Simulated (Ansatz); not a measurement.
GeO2:
```yaml
crystal:
  lattice:
    - [4.41054, 0.00000, 0.00000]
    - [0.00000, 4.41054, 0.00000]
    - [0.00000, 0.00000, 2.87016]
  atoms:
    - { symbol: Ge, position: [0.50000, 0.50000, 0.50000] }
    - { symbol: Ge, position: [0.00000, 0.00000, 0.00000] }
    - { symbol: O, position: [0.69399, 0.69399, 0.00000] }
    - { symbol: O, position: [0.30601, 0.30601, 0.00000] }
    - { symbol: O, position: [0.80601, 0.19399, 0.50000] }
    - { symbol: O, position: [0.19399, 0.80601, 0.50000] }
```

Relaxed with r²SCAN. Special points in fractions of this cell's reciprocal vectors: Γ (0.000, 0.000, 0.000); X (0.000, 0.500, 0.000); M (0.500, 0.500, 0.000); Z (0.000, 0.000, 0.500); R (0.000, 0.500, 0.500); A (0.500, 0.500, 0.500).

### Question
List the band energies nearest the valence-band maximum at these points for r²SCAN in the plane-wave PAW code Ansatz.

### Answer
In eV from the valence-band maximum; about four levels below and three above (degenerate sets whole), none deeper than 8.9 eV; points with the same levels are listed once.

```csv
k,below,above
Γ,-1.99 -1.99 -0.82 -0.82 0.00,2.51 6.69 7.89 7.89
X,-1.78 -1.78 -0.83 -0.83,5.65 5.65 8.61 8.61
M,-2.09 -2.09 -1.54 -1.54,5.73 5.73 9.35 9.35
Z,-2.34 -2.34 -1.93 -1.93,7.01 7.01 12.29 12.29
R,-1.44 -1.44 -1.36 -1.36,7.22 7.22 9.43 9.43
A,-1.36 -1.36 -1.21 -1.21,5.44 5.44 10.81 10.81
```

Space group P4_2/mnm (rutile). The cell was relaxed with r²SCAN under the symmetry of its start; of distortions, only those at the zone centre were tested. Scalar-relativistic: spin–orbit coupling is off unless named, which matters more the heavier the elements.

Potentials: the later of the program's two PAW sets.
